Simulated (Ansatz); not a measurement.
Level of theory: DFT PBE, scalar-relativistic, plane waves, PAW in Ansatz 0.2.0. Settings: cutoff 420 eV, Γ-centred meshes spaced at most about 0.3 Å⁻¹, and about 0.25 Å⁻¹ or finer for metals (2π included), Gaussian smearing. No spin polarisation.

All energies are static (0 K, no zero-point motion).

Question: Which of these relaxed structures of Y₃N is the lowest in energy?
A.

```
CELL_PARAMETERS angstrom
4.99790 0.00000 0.00000
-2.49895 4.32830 0.00000
0.00000 0.00000 4.45364
ATOMIC_POSITIONS crystal
Y 0.00000 0.00000 0.50000
Y 0.33333 0.66667 0.00000
Y 0.66667 0.33333 0.00000
N 0.00000 0.00000 0.00000
```

B.

```
CELL_PARAMETERS angstrom
-2.00269 2.00269 5.97871
2.00269 -2.00269 5.97871
2.00269 2.00269 -5.97871
ATOMIC_POSITIONS crystal
Y 0.50000 0.50000 0.00000
Y 0.25000 0.75000 0.50000
Y 0.75000 0.25000 0.50000
N 0.00000 0.00000 0.00000
```

Answer: A. The other, B, lies 0.68 eV/atom higher. Forms: A P6/mmm; B I4/mmm. Counting Y atoms around N (those within 1.25 times the shortest such distance or 1.15 times the sum of covalent radii; a plus sign parts nearer from farther groups): A has N 2+6; B has N 4. Both come from invented guesses.

Cells relaxed within their symmetry can be saddle points. Some candidate types were left out of the draw beforehand, so a known form may be missing.
